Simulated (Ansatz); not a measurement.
**Band table of SiNi (CsCl type)**

```yaml
crystal:
  lattice:
    - [2.32583, 0.00000, 0.00000]
    - [0.00000, 2.32583, 0.00000]
    - [0.00000, 0.00000, 2.32583]
  atoms:
    - { symbol: Ni, position: [0.00000, 0.00000, 0.00000] }
    - { symbol: Si, position: [0.50000, 0.50000, 0.50000] }
```

The cell comes from a relaxation on PAW files under the same functional, begun from a prototype that needn't be the stable phase.

Level of theory: DFT with PBE, scalar-relativistic, in Ansatz 0.2.0; a Γ-centred 15×15×15 k mesh, Fermi–Dirac smearing of 0.1 eV, no spin polarisation. LAPW: all electrons, basis error target 1 meV/atom.

This run: volume at 0.55 of the series' base cell.

Spin polarisation is left out, though a magnetic state may lie lower.

Path points, in fractions of the reciprocal vectors: Γ (0.000, 0.000, 0.000), X (0.000, 0.500, 0.000), M (0.500, 0.500, 0.000), R (0.500, 0.500, 0.500). The distance column jumps between branches of the path. Levels in eV from the Fermi level; bands 9 to 17, counted from the lowest band of the run. The gap is zero, the pressure 411.5 GPa.

```
# k(1/Å) point b9 b10 b11 b12 b13 b14 b15 b16 b17
0.000 Γ -21.95 -10.71 -10.71 -5.96 -5.96 -5.96 3.06 3.06 3.06
0.169 - -21.84 -10.72 -10.67 -6.06 -6.06 -5.95 2.16 3.24 3.24
0.338 - -21.50 -10.77 -10.53 -6.33 -6.33 -5.92 0.56 3.74 3.74
0.507 - -20.95 -10.94 -10.31 -6.69 -6.69 -5.87 -0.97 4.50 4.50
0.675 - -20.20 -11.35 -10.04 -7.09 -7.09 -5.81 -2.19 5.25 5.44
0.844 - -19.26 -12.08 -9.75 -7.44 -7.44 -5.75 -2.99 4.68 6.51
1.013 - -18.17 -13.11 -9.48 -7.73 -7.73 -5.70 -3.41 4.17 7.66
1.182 - -16.96 -14.35 -9.30 -7.91 -7.91 -5.67 -3.58 3.82 8.78
1.351 X -15.67 -15.66 -9.23 -7.97 -7.97 -5.66 -3.62 3.69 9.40
1.520 - -15.62 -15.55 -9.19 -8.06 -7.95 -5.75 -3.63 3.67 8.74
1.688 - -15.51 -15.21 -9.09 -8.30 -7.91 -5.99 -3.66 3.57 7.19
1.857 - -15.34 -14.67 -8.94 -8.64 -7.85 -6.33 -3.73 3.32 5.39
2.026 - -15.14 -13.93 -9.03 -8.81 -7.77 -6.70 -3.84 2.92 3.66
2.195 - -14.92 -13.05 -9.40 -8.77 -7.70 -7.05 -4.01 2.20 2.46
2.364 - -14.73 -12.08 -9.70 -8.93 -7.63 -7.33 -4.22 1.12 2.04
2.533 - -14.59 -11.08 -9.89 -9.37 -7.58 -7.51 -4.40 0.49 1.75
2.701 M -14.54 -10.29 -9.96 -9.96 -7.57 -7.57 -4.46 0.29 1.65
2.940 - -14.69 -11.33 -10.00 -9.06 -7.54 -7.51 -4.32 0.60 1.93
3.179 - -15.51 -11.82 -10.12 -8.49 -7.44 -7.34 -3.89 0.86 3.23
3.418 - -17.00 -11.40 -10.27 -8.26 -7.27 -7.08 -3.19 0.88 5.23
3.657 - -18.60 -10.75 -10.43 -8.06 -7.01 -6.78 -2.22 0.93 6.90
3.895 - -19.99 -10.56 -10.43 -7.51 -6.70 -6.47 -1.00 1.18 5.89
4.134 - -21.06 -10.65 -10.50 -6.74 -6.35 -6.20 0.46 1.76 4.40
4.373 - -21.72 -10.70 -10.65 -6.16 -6.07 -6.02 2.06 2.58 3.41
4.612 Γ -21.95 -10.71 -10.71 -5.96 -5.96 -5.96 3.06 3.06 3.06
4.904 - -21.61 -10.65 -10.65 -6.20 -6.13 -6.13 2.20 2.20 3.07
5.197 - -20.63 -10.48 -10.48 -6.81 -6.63 -6.63 1.00 1.00 3.16
5.489 - -19.09 -10.31 -10.31 -7.52 -7.31 -7.31 0.20 0.20 3.36
5.781 - -17.18 -10.48 -10.48 -7.93 -7.64 -7.64 -0.21 -0.21 3.51
6.074 - -15.25 -11.17 -11.17 -7.56 -7.20 -7.20 -0.45 -0.45 3.31
6.366 - -13.78 -11.94 -11.94 -6.24 -6.24 -6.03 -0.79 -0.79 2.51
6.659 - -12.95 -12.48 -12.48 -5.08 -5.08 -3.61 -1.45 -1.45 1.51
6.951 R -12.68 -12.68 -12.68 -4.38 -4.38 -2.01 -2.01 -2.01 1.14
7.190 - -12.85 -12.55 -12.55 -5.06 -4.74 -2.62 -2.58 -1.14 1.38
7.429 - -13.30 -12.27 -12.16 -6.14 -5.98 -3.76 -3.23 0.47 2.25
7.668 - -13.89 -12.16 -11.55 -7.27 -7.12 -4.97 -3.47 2.30 3.49
7.906 - -14.48 -12.73 -10.74 -7.91 -7.59 -6.03 -3.58 3.50 4.19
8.145 - -14.98 -13.79 -9.82 -8.50 -7.07 -6.87 -3.64 3.54 6.04
8.384 - -15.35 -14.78 -8.92 -8.91 -7.48 -6.36 -3.65 3.59 7.69
8.623 - -15.58 -15.44 -9.15 -8.23 -7.85 -5.84 -3.63 3.66 8.93
8.862 X -15.67 -15.66 -9.23 -7.97 -7.97 -5.66 -3.62 3.69 9.40
10.772 R -12.68 -12.68 -12.68 -4.38 -4.38 -2.01 -2.01 -2.01 1.14
10.941 - -12.76 -12.61 -12.61 -4.90 -4.38 -2.31 -2.31 -1.63 1.22
11.109 - -13.00 -12.42 -12.42 -5.95 -4.39 -3.04 -3.04 -1.01 1.39
11.278 - -13.33 -12.12 -12.12 -7.09 -4.40 -3.94 -3.94 -0.50 1.54
11.447 - -13.70 -11.71 -11.71 -8.15 -4.87 -4.87 -4.42 -0.14 1.61
11.616 - -14.04 -11.21 -11.21 -9.05 -5.78 -5.78 -4.44 0.08 1.64
11.785 - -14.31 -10.68 -10.68 -9.73 -6.62 -6.62 -4.45 0.20 1.65
11.954 - -14.48 -10.19 -10.19 -10.15 -7.28 -7.28 -4.46 0.27 1.65
12.122 M -14.54 -10.29 -9.96 -9.96 -7.57 -7.57 -4.46 0.29 1.65
```
